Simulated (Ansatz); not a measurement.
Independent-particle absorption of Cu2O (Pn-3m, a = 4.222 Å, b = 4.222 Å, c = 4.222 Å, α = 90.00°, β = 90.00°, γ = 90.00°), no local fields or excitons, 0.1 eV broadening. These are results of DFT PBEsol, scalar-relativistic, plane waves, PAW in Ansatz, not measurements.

Plane waves to 420 eV, a k mesh through Γ of 8×8×8 on the computed 6-atom cell and Gaussian smearing (0.02 eV); no spin polarisation. The spectrum is summed on a 12×12×12 mesh.

```
CELL_PARAMETERS angstrom
4.22235 0.00000 0.00000
0.00000 4.22235 0.00000
0.00000 0.00000 4.22235
ATOMIC_POSITIONS crystal
Cu 0.25000 0.25000 0.25000
Cu 0.25000 0.75000 0.75000
Cu 0.75000 0.75000 0.25000
Cu 0.75000 0.25000 0.75000
O 0.00000 0.00000 0.00000
O 0.50000 0.50000 0.50000
```

```
photon energy (eV)  ε2,xx
               0.0   0.00
               0.4   0.00
               0.8   0.00
               1.2   2.61
               1.6   3.64
               2.0   3.85
               2.4   6.00
               2.8  12.41
               3.2  14.23
               3.6  11.34
               4.0  13.19
               4.4   8.33
               4.8   5.27
               5.2   3.25
               5.6   4.35
               6.0   3.45
               6.4   2.75
               6.8   2.61
               7.2   2.56
               7.6   3.37
               8.0   3.92
               8.4   2.98
               8.8   2.39
               9.2   2.21
               9.6   2.08
              10.0   2.32
              10.4   1.88
              10.8   2.04
              11.2   1.99
              11.6   1.92
              12.0   1.60
              12.4   1.63
              12.8   1.58
              13.2   1.39
              13.6   1.18
              14.0   1.29
```

The strongest peak lies near 3.0 eV. ε∞ (xx, yy, zz) = 10.2, 10.2, 10.2.

Cost: 1 run of about 1.5 core-minutes, on Intel Xeon 6975P-C (Granite Rapids) (shared hosts).